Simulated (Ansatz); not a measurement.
A run of Ansatz 0.2.0 is set up as follows.

Contents of input.yaml:

```yaml
crystal:
  lattice:
    - [4.738, 0.0, 0.0]
    - [0.0, 4.738, 0.0]
    - [0.0, 0.0, 3.1865]
  atoms:
    - { symbol: Sn, position: [0.5, 0.5, 0.5] }
    - { symbol: Sn, position: [0.0, 0.0, 0.0] }
    - { symbol: O, position: [0.8071, 0.1929, 0.5] }
    - { symbol: O, position: [0.6929, 0.6929, 0.0] }
    - { symbol: O, position: [0.1929, 0.8071, 0.5] }
    - { symbol: O, position: [0.3071, 0.3071, 0.0] }
hamiltonian:
  xc: lda
  pseudopotentials: { kind: paw }
kpoints:
  mp_grid: { grid: [6, 6, 8] }
scf:
  occupations: { method: fermi_dirac, width: 0.05 }
output:
  forces: true
  stress: true
relax:
  f_tol: 0.01
  max_steps: 40
  cell: { stress_tol: 0.05 }
```

Potentials or basis: Ansatz PAW.

Run with:

```sh
$ ansatz run input.yaml --threads 2 --pin off --max-ram 5120MiB --backend cpu --events-out ev --progress --plain --runs-dir out
```

What does it give for the band gap on the k mesh?

1.16 eV.

Predict the space group after relaxing (to 0.05 Å).

P4_2/mnm (No. 136).

What does it give for the relaxed volume?

11.86 Å³/atom.

What does it give for the relaxed cell?

a = 4.722 Å, b = 4.722 Å, c = 3.190 Å, α = 90.00°, β = 90.00°, γ = 90.00°.

The path:
```
step  energy change (eV)  largest force (eV/Å)  volume (Å³)
   1              0.0000                0.1550        71.53
   2             -0.0049                0.0551        71.24
   3             -0.0064                0.0044        71.14
   4             -0.0062                0.0021        71.17
   5             -0.0037                0.0016        71.17
   6             -0.0039                0.0000        71.15
   7             -0.0038                0.0000        71.15
```

Caveat: the plane-wave basis is chosen anew once the cell has moved, so the energies of steps on either side of that aren't comparable; the pressure holds a Pulay correction of +1.1 GPa for the finite cutoff; spin-orbit coupling is left out, which moves the levels of the heavy elements; the PAW data sets come from PBE, with cores solved anew for the run's functional, which leaves a small shift of forces and pressure. LDA usually gives volumes a few per cent too small.
